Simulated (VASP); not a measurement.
# TePb (Fm-3m) in VASP: further runs

TePb is run at these levels: PBE; tasks: single point.

All numbers are computed with VASP 6.6.1; they aren't measurements. Logs are shortened: lines on timing, memory, paths and dates and some standing lists are left out, and cuts for length are marked.

**Measured values to compare with.**

A printed reference work, monograph reports, for a bulk crystal of TePb at 4.2 K: band gap 0.19 eV (direct).

The runs below are set against these values where they give the same quantity.

## 1. The cell of the first run

It takes space group Fm-3m (No. 225, cubic). Conventional cell: a = 6.352 Å, b = 6.352 Å, c = 6.352 Å, α = 90.00°, β = 90.00°, γ = 90.00°. Within 4.2 Å of Te (site symmetry m-3m) lie 6 Pb at 3.18 Å. Pb (site symmetry m-3m) has 6 Te at 3.18 Å within 4.2 Å.

## 2. Single point, PBE

Contents of INCAR:

```
SYSTEM = TePb
PREC = Accurate ; ENCUT = 520
EDIFF = 1E-6 ; ISMEAR = 0
SIGMA = 0.01 ; LREAL = .False.
LASPH = .True. ; NELM = 60
ALGO = Normal ; ISIF = 2
LWAVE = .False. ; LCHARG = .False.
GGA = PE ; NBANDS = 17
```

Contents of KPOINTS:

```
regular mesh
0
Gamma
  6 6 6
  0 0 0
```

Contents of POSCAR:

```
TePb
1.0
    0.0000000000      3.1762267067      3.1762267067
    3.1762267067      0.0000000000      3.1762267067
    3.1762267067      3.1762267067      0.0000000000
Te Pb
1 1
Direct
    0.5000000000      0.5000000000      0.5000000000
    0.0000000000      0.0000000000      0.0000000000
```

Potentials or basis: VASP PAW PBE potentials, release 64 (Te, Pb_d).

On the command line:

```bash
cat potpaw_PBE.64/Te/POTCAR potpaw_PBE.64/Pb_d/POTCAR > POTCAR
mpirun -np 1 vasp_std > vasp.out
```

OUTCAR:

```text
SYSTEM = TePb
   PREC = Accurate
   ENCUT = 520
   EDIFF = 1E-6
   ISMEAR = 0
   LREAL = .False.
   LASPH = .True.
   NELM = 60
   ISIF = 2
   GGA = PE

 ion  position               nearest neighbor table
   1  0.500  0.500  0.500-   2 3.18   2 3.18   2 3.18   2 3.18   2 3.18   2 3.18
   2  0.000  0.000  0.000-   1 3.18   1 3.18   1 3.18   1 3.18   1 3.18   1 3.18

  LATTYP: Found a face centered cubic cell.
 ALAT       =     6.3524534134

  Lattice vectors:

 A1 = (   0.0000000000,   3.1762267067,   3.1762267067)
 A2 = (   3.1762267067,   0.0000000000,   3.1762267067)
 A3 = (   3.1762267067,   3.1762267067,   0.0000000000)

Analysis of symmetry for initial positions (statically):
=====================================================================
 Subroutine PRICEL returns:
 Original cell was already a primitive cell.

 Routine SETGRP: Setting up the symmetry group for a
 face centered cubic supercell.

 Subroutine GETGRP returns: Found 48 space group operations
[... 9 lines left out ...]

 Routine SETGRP: Setting up the symmetry group for a
 face centered cubic supercell.

 Subroutine GETGRP returns: Found 48 space group operations
[... 11 lines left out ...]
                                     Primitive cell

  volume of cell :      64.0862

  direct lattice vectors                    reciprocal lattice vectors
     0.000000000  3.176226707  3.176226707    -0.157419494  0.157419494  0.157419494
     3.176226707  0.000000000  3.176226707     0.157419494 -0.157419494  0.157419494
     3.176226707  3.176226707  0.000000000     0.157419494  0.157419494 -0.157419494

  length of vectors
     4.491862886  4.491862886  4.491862886     0.272658561  0.272658561  0.272658561

  position of ions in fractional coordinates (direct lattice)
     0.500000000  0.500000000  0.500000000
     0.000000000  0.000000000  0.000000000

  ion indices of the primitive-cell ions
   primitive index   ion index
                 1           1
                 2           2

----------------------------------------------------------------------------------------

 KPOINTS: regular mesh

Automatic generation of k-mesh.
 Grid dimensions read from file:
 generate k-points for:    6    6    6

 Generating k-lattice:

  Cartesian coordinates                     Fractional coordinates (reciprocal lattice)
    -0.026236582  0.026236582  0.026236582     0.166666667  0.000000000  0.000000000
     0.026236582 -0.026236582  0.026236582     0.000000000  0.166666667  0.000000000
     0.026236582  0.026236582 -0.026236582     0.000000000  0.000000000  0.166666667

  Length of vectors
     0.045443094  0.045443094  0.045443094

  Shift w.r.t. Gamma in fractional coordinates (k-lattice)
     0.000000000  0.000000000  0.000000000

 Subroutine IBZKPT returns following result:
 ===========================================

 Found     16 irreducible k-points:

 Following reciprocal coordinates:
            Coordinates               Weight
  0.000000  0.000000  0.000000      1.000000
  0.166667  0.000000  0.000000      8.000000
  0.333333  0.000000  0.000000      8.000000
  0.500000  0.000000  0.000000      4.000000
  0.166667  0.166667  0.000000      6.000000
  0.333333  0.166667  0.000000     24.000000
[... 8 lines left out ...]
 -0.333333  0.333333  0.166667     24.000000
 -0.333333  0.500000  0.166667     12.000000
   k-points           NKPTS =     16   k-points in BZ     NKDIM =     16   number of bands    NBANDS=     17
   number of dos      NEDOS =    301   number of ions     NIONS =      2
   total plane-waves  NPLWV =  46656
   dimension x,y,z NGX =    36 NGY =   36 NGZ =   36
   dimension x,y,z NGXF=    72 NGYF=   72 NGZF=   72
   ions per type =               1   1
   NGX,Y,Z   is equivalent  to a cutoff of  13.32, 13.32, 13.32 a.u.
   NGXF,Y,Z  is equivalent  to a cutoff of  26.65, 26.65, 26.65 a.u.
 SYSTEM =  TePb
   PREC   = accura    normal or accurate (medium, high low for compatibility)
   ISTART =      0    job   : 0-new  1-cont  2-samecut
   ICHARG =      2    charge: 1-file 2-atom 10-const
   ISPIN  =      1    spin polarized calculation?
   LNONCOLLINEAR =      F non collinear calculations
   LSORBIT =      F    spin-orbit coupling
   LASPH  =      T    aspherical Exc in radial PAW
   ENCUT  =  520.0 eV  38.22 Ry    6.18 a.u.   8.35  8.35  8.35*2*pi/ulx,y,z
   NELM   =     60;   NELMIN=  2; NELMDL= -5     # of ELM steps
   EDIFF  = 0.1E-05   stopping-criterion for ELM
   LREAL  =      F    real-space projection
   EDIFFG = 0.1E-04   stopping-criterion for IOM
   NSW    =      0    number of steps for IOM
   IBRION =     -1    ionic relax: 0-MD 1-quasi-New 2-CG
   NFREE  =      0    steps in history (QN), initial steepest desc. (CG)
   ISIF   =      2    stress and relaxation
   ISYM   =      2    0-nonsym 1-usesym 2-fastsym
   POTIM  = 0.5000    time-step for ionic-motion
   TEBEG  =    0.0;   TEEND  =   0.0 temperature during run
   PSTRESS=    0.0 pullay stress
[... 41 lines left out ...]
 cond. band min:       6.9416853374   @ k =   0.5000   0.0000   0.0000
 fundamental gap:      0.6164178019
 Fermi energy:         6.4030696899

 k-point     1 :       0.0000    0.0000    0.0000
  band No.  band energies     occupation
      1     -10.5097      2.00000
      2     -10.5097      2.00000
      3     -10.4962      2.00000
      4     -10.4962      2.00000
      5     -10.4962      2.00000
      6      -6.1543      2.00000
[... 9 lines left out ...]
     16      11.9791      0.00000
     17      13.4738      0.00000

 k-point     2 :       0.1667    0.0000    0.0000
  band No.  band energies     occupation
      1     -10.5140      2.00000
      2     -10.5140      2.00000
      3     -10.4955      2.00000
      4     -10.4915      2.00000
      5     -10.4915      2.00000
      6      -5.9000      2.00000
[... 9 lines left out ...]
     16      12.5074      0.00000
     17      15.2879      0.00000

 k-point     3 :       0.3333    0.0000    0.0000
  band No.  band energies     occupation
      1     -10.5239      2.00000
      2     -10.5239      2.00000
      3     -10.4944      2.00000
      4     -10.4805      2.00000
      5     -10.4805      2.00000
      6      -5.1988      2.00000
[... 9 lines left out ...]
     16      13.9090      0.00000
     17      17.5932      0.00000

 k-point     4 :       0.5000    0.0000    0.0000
  band No.  band energies     occupation
      1     -10.5290      2.00000
      2     -10.5290      2.00000
      3     -10.4940      2.00000
      4     -10.4749      2.00000
      5     -10.4749      2.00000
      6      -4.5793      2.00000
[... 9 lines left out ...]
     16      15.5253      0.00000
     17      15.6756      0.00000

 k-point     5 :       0.1667    0.1667    0.0000
  band No.  band energies     occupation
      1     -10.5246      2.00000
      2     -10.5063      2.00000
      3     -10.4993      2.00000
      4     -10.4886      2.00000
      5     -10.4886      2.00000
      6      -5.8148      2.00000
[... 9 lines left out ...]
     16      13.3902      0.00000
     17      14.5086      0.00000

 k-point     6 :       0.3333    0.1667    0.0000
  band No.  band energies     occupation
      1     -10.5391      2.00000
      2     -10.5102      2.00000
      3     -10.4985      2.00000
      4     -10.4819      2.00000
      5     -10.4784      2.00000
      6      -5.2625      2.00000
[... 9 lines left out ...]
     16      14.7426      0.00000
     17      16.2475      0.00000
[... 121 lines left out ...]
 k-point    13 :       0.5000    0.5000    0.0000
  band No.  band energies     occupation
      1     -10.5916      2.00000
      2     -10.5087      2.00000
      3     -10.4959      2.00000
      4     -10.4640      2.00000
      5     -10.4640      2.00000
      6      -4.2738      2.00000
[... 9 lines left out ...]
     16      17.4676      0.00000
     17      17.6467      0.00000

 k-point    14 :       0.5000    0.3333    0.1667
  band No.  band energies     occupation
      1     -10.5535      2.00000
      2     -10.5124      2.00000
      3     -10.4962      2.00000
      4     -10.4774      2.00000
      5     -10.4729      2.00000
      6      -4.6703      2.00000
[... 9 lines left out ...]
     16      15.3573      0.00000
     17      15.9357      0.00000

 k-point    15 :      -0.3333    0.3333    0.1667
  band No.  band energies     occupation
      1     -10.5578      2.00000
      2     -10.5162      2.00000
      3     -10.4877      2.00000
      4     -10.4846      2.00000
      5     -10.4683      2.00000
      6      -4.2305      2.00000
[... 9 lines left out ...]
     16      16.5906      0.00000
     17      16.8030      0.00000

 k-point    16 :      -0.3333    0.5000    0.1667
  band No.  band energies     occupation
      1     -10.5748      2.00000
      2     -10.5072      2.00000
      3     -10.4982      2.00000
      4     -10.4758      2.00000
      5     -10.4640      2.00000
      6      -4.1478      2.00000
[... 9 lines left out ...]
     16      17.2169      0.00000
     17      17.9110      0.00000

------------------------ aborting loop because EDIFF is reached ----------------------------------------

  FORCE on cell =-STRESS in cart. coord.  units (eV):
  Direction    XX          YY          ZZ          XY          YZ          ZX
  --------------------------------------------------------------------------------------
  -------------------------------------------------------------------------------------
  Total        1.9344961      1.9344961      1.9344961      0.0000000      0.0000000      0.0000000
  in kB       48.3630826     48.3630826     48.3630826      0.0000000      0.0000000      0.0000000
  external PRESSURE =      48.3630826 kB  Pullay stress =       0.0000000 kB

 VOLUME and BASIS-vectors are now :
 -----------------------------------------------------------------------------
  energy-cutoff  :      520.00
  volume of cell :       64.09
      direct lattice vectors                 reciprocal lattice vectors
     0.000000000  3.176226707  3.176226707    -0.157419494  0.157419494  0.157419494
     3.176226707  0.000000000  3.176226707     0.157419494 -0.157419494  0.157419494
     3.176226707  3.176226707  0.000000000     0.157419494  0.157419494 -0.157419494

 POSITION                                       TOTAL-FORCE (eV/Angst)
 -----------------------------------------------------------------------------------
      3.17623      3.17623      3.17623        -0.000000     -0.000000     -0.000000
      0.00000      0.00000      0.00000         0.000000      0.000000      0.000000
 -----------------------------------------------------------------------------------
    total drift:                               -0.000000      0.000000      0.000000

  FREE ENERGIE OF THE ION-ELECTRON SYSTEM (eV)
  ---------------------------------------------------
  free  energy   TOTEN  =        -7.4292509237 eV

  energy  without entropy=       -7.4292509237  energy(sigma->0) =       -7.42925092
```

Run time: 16 s. Hardware: 1 thread of Intel Xeon Platinum 8259CL at 2.50GHz (Skylake/Cascade Lake), shared host; peak memory 0.2 GiB.

What came out:

| Property | Result |
| --- | --- |
| Free energy | -7.4293 eV |
| Pressure | 4.8 GPa |
| Band gap on the k mesh | 0.62 eV, direct |

Caveat: spin-orbit coupling is left out, which moves the levels of the heavy elements. A k mesh can miss the band edges.

## 3. Single point, PBE

This run uses another cell than the first one, of 33.05 Å³/atom, 1.032 times its volume.

Contents of INCAR:

```
  PREC = Accurate
  ENCUT = 520
  EDIFF = 1E-6
  ISMEAR = 0
  SIGMA = 0.01
  LREAL = F
  LASPH = T
  NELM = 100
  ALGO = Normal
  ISIF = 2
  LWAVE = F
  LCHARG = F
  GGA = PE
  NBANDS = 17
```

Contents of KPOINTS:

```
Automatic mesh
0
Gamma
  6 6 6
```

Contents of POSCAR:

```
TePb
1.0
    0.0000000000      3.2093147829      3.2093147829
    3.2093147829      0.0000000000      3.2093147829
    3.2093147829      3.2093147829      0.0000000000
Te Pb
1 1
Direct
    0.5000000000      0.5000000000      0.5000000000
    0.0000000000      0.0000000000      0.0000000000
```

Potentials or basis: VASP PAW PBE potentials, release 64 (Te, Pb_d).

On the command line:

```bash
cat potpaw_PBE.64/Te/POTCAR potpaw_PBE.64/Pb_d/POTCAR > POTCAR
mpirun -np 1 vasp_std > vasp.out
```

It took 19 s on 1 thread of Intel Xeon Platinum 8259CL at 2.50GHz (Skylake/Cascade Lake), shared host; peak memory 0.21 GiB.

The run converged. Its results:

```yaml
Free_energy: -7.4799 eV
Pressure: 3.1 GPa
Band_gap_on_the_k_mesh: 0.69 eV, direct
```

Levels at points of the mesh, in eV from the valence-band top:
| k point | band 8 | band 9 | band 10 | band 11 | band 12 | band 13 |
| --- | --- | --- | --- | --- | --- | --- |
| (0.00, 0.00, 0.00) | -1.43 | -1.43 | -1.43 | 4.09 | 4.09 | 4.09 |
| (0.50, 0.00, 0.00) | -0.96 | -0.96 | 0.00 | 0.69 | 1.21 | 1.21 |
| (0.50, 0.50, 0.00) | -4.67 | -2.93 | -2.93 | 3.19 | 5.54 | 5.54 |

Caveat: spin-orbit coupling is left out, which moves the levels of the heavy elements.

## 4. Single point, PBE

This run uses another cell than the first one, of 34.07 Å³/atom, 1.063 times its volume.

Contents of INCAR:

```
PREC = Accurate ; ENCUT = 520
EDIFF = 1E-6 ; ISMEAR = 0
SIGMA = 0.01 ; LREAL = False
LASPH = True ; NELM = 80
ALGO = Normal ; ISIF = 2
LWAVE = False ; LCHARG = False
GGA = PE ; NBANDS = 17
```

Contents of KPOINTS:

```
regular mesh
0
Gamma
  6 6 6
```

Contents of POSCAR:

```
TePb
1.0
    0.0000000000      3.2417342981      3.2417342981
    3.2417342981      0.0000000000      3.2417342981
    3.2417342981      3.2417342981      0.0000000000
Te Pb
1 1
Direct
    0.5000000000      0.5000000000      0.5000000000
    0.0000000000      0.0000000000      0.0000000000
```

On the command line:

```bash
cat potpaw_PBE.64/Te/POTCAR potpaw_PBE.64/Pb_d/POTCAR > POTCAR
mpirun -np 1 vasp_std > vasp.out
```

It took 24 s on 1 thread of Intel Xeon Platinum 8259CL at 2.50GHz (Skylake/Cascade Lake), shared host; peak memory 0.2 GiB.

It converged, with:

* Free energy: -7.5101 eV
* Pressure: 1.6 GPa
* Band gap on the k mesh: 0.76 eV, direct

Levels at points of the mesh, in eV from the valence-band top:
```tsv
k point	band 6	band 7	band 8	band 9	band 10	band 11	band 12	band 13	band 14	band 15
(0.00, 0.00, 0.00)	-11.94	-5.62	-1.31	-1.31	-1.31	4.07	4.07	4.07	5.82	5.82
(0.50, 0.00, 0.00)	-10.53	-8.53	-0.86	-0.86	0.00	0.76	1.30	1.30	8.38	9.22
(0.50, 0.50, 0.00)	-10.29	-7.28	-4.42	-2.74	-2.74	3.34	5.44	5.44	6.65	10.08
```

Caveat: spin-orbit coupling is left out, which moves the levels of the heavy elements.

## 5. Single point, PBE

This run uses another cell than the first one, of 35.08 Å³/atom, 1.095 times its volume.

Contents of INCAR:

```
SYSTEM = TePb
ALGO     = Normal         ! electronic algorithm
EDIFF    = 1E-6           ! SCF threshold, eV
ENCUT    = 520            ! plane-wave cutoff, eV
GGA      = PE             ! functional
ISIF     = 2              ! what is computed and relaxed
ISMEAR   = 0              ! smearing method
LASPH    = .True.         ! aspherical terms in the spheres
LCHARG   = .False.        ! write CHGCAR
LREAL    = .False.        ! projectors in reciprocal space
LWAVE    = .False.        ! write WAVECAR
NBANDS   = 17             ! bands
NELM     = 60             ! most SCF steps
PREC     = Accurate       ! precision mode
SIGMA    = 0.01           ! smearing width, eV
```

Contents of KPOINTS:

```
k-points
0
Gamma
  6 6 6
  0 0 0
```

Contents of POSCAR:

```
TePb
1.0
    0.0000000000      3.2735180337      3.2735180337
    3.2735180337      0.0000000000      3.2735180337
    3.2735180337      3.2735180337      0.0000000000
Te Pb
1 1
Direct
    0.5000000000      0.5000000000      0.5000000000
    0.0000000000      0.0000000000      0.0000000000
```

On the command line:

```bash
cat potpaw_PBE.64/Te/POTCAR potpaw_PBE.64/Pb_d/POTCAR > POTCAR
mpirun -np 1 vasp_std > vasp.out
```

Run time: 19 s. Hardware: 1 thread of Intel Xeon Platinum 8259CL at 2.50GHz (Skylake/Cascade Lake), shared host; peak memory 0.2 GiB.

The run converged. Its results:

- Free energy: -7.5230 eV
- Pressure: 0.3 GPa
- Band gap on the k mesh: 0.81 eV, direct

Levels at points of the mesh, in eV from the valence-band top:
```csv
k point,band 8,band 9,band 10,band 11,band 12,band 13
"(0.00, 0.00, 0.00)",-1.19,-1.19,-1.19,4.04,4.04,4.04
"(0.50, 0.00, 0.00)",-0.76,-0.76,0.00,0.81,1.37,1.37
"(0.50, 0.50, 0.00)",-4.19,-2.57,-2.57,3.47,5.34,5.34
```

Caveat: spin-orbit coupling is left out, which moves the levels of the heavy elements.

## 6. Single point, PBE

This run uses another cell than the first one, of 36.09 Å³/atom, 1.126 times its volume.

Contents of INCAR:

```
SYSTEM = TePb
PREC = Accurate ; ENCUT = 520
EDIFF = 1E-7 ; ISMEAR = 0
SIGMA = 0.01 ; LREAL = .False.
LASPH = .True. ; NELM = 60
ALGO = Normal ; ISIF = 2
LWAVE = .False. ; LCHARG = .False.
GGA = PE ; NBANDS = 17
```

Contents of KPOINTS:

```
regular mesh
0
Gamma
  6 6 6
  0 0 0
```

Contents of POSCAR:

```
TePb
1.0
    0.0000000000      3.3046962724      3.3046962724
    3.3046962724      0.0000000000      3.3046962724
    3.3046962724      3.3046962724      0.0000000000
Te Pb
1 1
Direct
    0.5000000000      0.5000000000      0.5000000000
    0.0000000000      0.0000000000      0.0000000000
```

Potentials or basis: VASP PAW PBE potentials, release 64 (Te, Pb_d).

On the command line:

```bash
cat potpaw_PBE.64/Te/POTCAR potpaw_PBE.64/Pb_d/POTCAR > POTCAR
mpirun -np 1 vasp_std > vasp.out
```

Wall time 22 s (1 thread of Intel Xeon Platinum 8259CL at 2.50GHz (Skylake/Cascade Lake), shared host); peak memory 0.2 GiB.

The run converged. Its results:

- Free energy: -7.5211 eV
- Pressure: -0.7 GPa
- Band gap on the k mesh: 0.86 eV, direct

Levels at points of the mesh, in eV from the valence-band top:
| k point | band 8 | band 9 | band 10 | band 11 | band 12 | band 13 |
| --- | --- | --- | --- | --- | --- | --- |
| (0.00, 0.00, 0.00) | -1.09 | -1.09 | -1.09 | 4.00 | 4.00 | 4.00 |
| (0.50, 0.00, 0.00) | -0.67 | -0.67 | 0.00 | 0.86 | 1.44 | 1.44 |
| (0.50, 0.50, 0.00) | -3.97 | -2.41 | -2.41 | 3.59 | 5.24 | 5.24 |

Caveat: spin-orbit coupling is left out, which moves the levels of the heavy elements.

## 7. Overview

```csv
cell,gap on the mesh (eV),pressure (GPa)
"a = 4.492 Å, angles 60.0°, 2 atoms",0.62,4.8
"a = 4.539 Å, angles 60.0°, 2 atoms",0.69,3.1
"a = 4.585 Å, angles 60.0°, 2 atoms",0.76,1.6
"a = 4.629 Å, angles 60.0°, 2 atoms",0.81,0.3
"a = 4.674 Å, angles 60.0°, 2 atoms",0.86,-0.7
```

Alike in all rows: task single point; level PBE; potentials or basis VASP PAW PBE potentials, release 64 (Te, Pb_d); no spin polarisation; k mesh 6 × 6 × 6; cutoff (eV) 520; smearing gaussian 0.01 eV.

Caveats: spin-orbit coupling is left out, which moves the levels of the heavy elements.

Absolute energies hang on the potentials; compare differences alone.

## 8. Against experiment

Step 4. A measured gap of TePb is 0.19 eV (direct; 4.2 K; a printed reference work, monograph); the calculated 0.76 eV misses it by +0.57 eV. Spin-orbit coupling on Pb, Te is left out. The value is that of PBE on a finite k mesh, which can miss the band edges, without temperature or zero-point motion.

Step 5. Measured gap of TePb: 0.19 eV (direct; 4.2 K; a printed reference work, monograph). This calculation gives 0.81 eV (+0.62 eV). Spin-orbit coupling on Pb, Te is left out. The value is that of PBE on a finite k mesh, which can miss the band edges, without temperature or zero-point motion.

Step 6. A measured gap of TePb is 0.19 eV (direct; 4.2 K; a printed reference work, monograph); the calculated 0.86 eV misses it by +0.67 eV. Spin-orbit coupling on Pb, Te is left out. The value is that of PBE on a finite k mesh, which can miss the band edges, without temperature or zero-point motion.
